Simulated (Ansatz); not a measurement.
# Sc3Al: the cost of one run

Program: Ansatz 0.2.0. Level of theory: DFT PBE, scalar-relativistic, plane waves, PAW. These are calculated values, not measurements.

### Step 1. The system as given

It takes space group P4/mmm (No. 123, tetragonal). Conventional cell: a = 3.286 Å, b = 3.286 Å, c = 6.573 Å, α = 90.00°, β = 90.00°, γ = 90.00°. Sc (site symmetry 4mm) is surrounded by 4 Sc at 2.85 Å and 4 Al at 2.85 Å. Sc (site symmetry 4/mmm) is surrounded by 8 Sc at 2.85 Å. Al (site symmetry 4/mmm) is surrounded by 8 Sc at 2.85 Å.

Coordinates:

```
CELL_PARAMETERS angstrom
3.28629 0.00000 0.00000
0.00000 3.28629 0.00000
0.00000 0.00000 6.57258
ATOMIC_POSITIONS crystal
Sc 0.00000 0.00000 0.75000
Sc 0.50000 0.50000 0.00000
Sc 0.00000 0.00000 0.25000
Al 0.50000 0.50000 0.50000
```

The start is an ordering of an alloy on its end members' structure types: elements ordered on the sites of the Gd type, Al/Sc on Gd (P4/mmm, No. 123).

### Step 2. Probe: one point on a coarse mesh

input.yaml

```yaml
crystal:
  lattice:
    - [3.28629015, 0.0, 0.0]
    - [0.0, 3.28629015, 0.0]
    - [0.0, 0.0, 6.5725803]
  atoms:
    - { symbol: Sc, position: [0.0, 0.0, 0.75] }
    - { symbol: Sc, position: [0.5, 0.5, 0.0] }
    - { symbol: Sc, position: [0.0, 0.0, 0.25] }
    - { symbol: Al, position: [0.5, 0.5, 0.5] }
basis:
  ecutwfc: 420
kpoints:
  mp_grid: { grid: [6, 6, 4] }
hamiltonian:
  xc: pbe
scf:
  occupations: { method: gaussian, width: 0.1 }
  lower_state_search: "off"
output:
  forces: true
  stress: true
  eigenvalues: true
```

Command:

```bash
$ ansatz run input.yaml --threads 1 --pin off --max-ram 2560MiB --backend cpu --events-out ev --progress --plain --runs-dir out
```

What time and memory should one allow on 1 thread of AMD EPYC 7R43 (Zen 3), shared host?

About 2.2 s, with a peak of 0.4 GiB.
